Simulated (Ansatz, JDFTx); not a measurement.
# KMgF3: programs and potentials compared

The starting cell:

```
K Mg F
1.0
     3.98590    0.00000    0.00000
     0.00000    3.98590    0.00000
     0.00000    0.00000    3.98590
K Mg F
1 1 3
Direct
  0.50000 0.50000 0.50000
  0.00000 0.00000 0.00000
  0.00000 0.00000 0.50000
  0.00000 0.50000 0.00000
  0.50000 0.00000 0.00000
```

Alike in all runs: task relaxation of cell and atoms; functional LDA; k mesh 7 × 7 × 7; occupations fermi-dirac, width 0.05 eV; no spin polarisation; no spin-orbit coupling. LDA stands for any of its common fits.

```json
{"program and potentials": "Ansatz, Ansatz PAW", "plane-wave cutoff (eV)": "420", "notes": "potentials made for PBE, which Ansatz adapts in part", "equilibrium volume (Å³/atom)": "11.94"}
{"program and potentials": "JDFTx, PseudoDojo-SR-LDA-0.4.1-standard", "plane-wave cutoff (eV)": "1143", "notes": "-", "equilibrium volume (Å³/atom)": "11.93"}
{"program and potentials": "JDFTx, PseudoDojo-SR-LDA-0.4.1-standard with smoothed tails", "plane-wave cutoff (eV)": "1143", "notes": "-", "equilibrium volume (Å³/atom)": "11.93"}
```

The equilibrium volume spans 11.93 (JDFTx, PseudoDojo-SR-LDA-0.4.1-standard) to 11.94 Å³/atom (Ansatz, Ansatz PAW). Relaxations stop with a little pressure left, so the last digit of a volume isn't settled.

The functional is the same throughout but for its coding, so the spread measures potentials, basis and numerics; runs on potential files found faulty are left out.
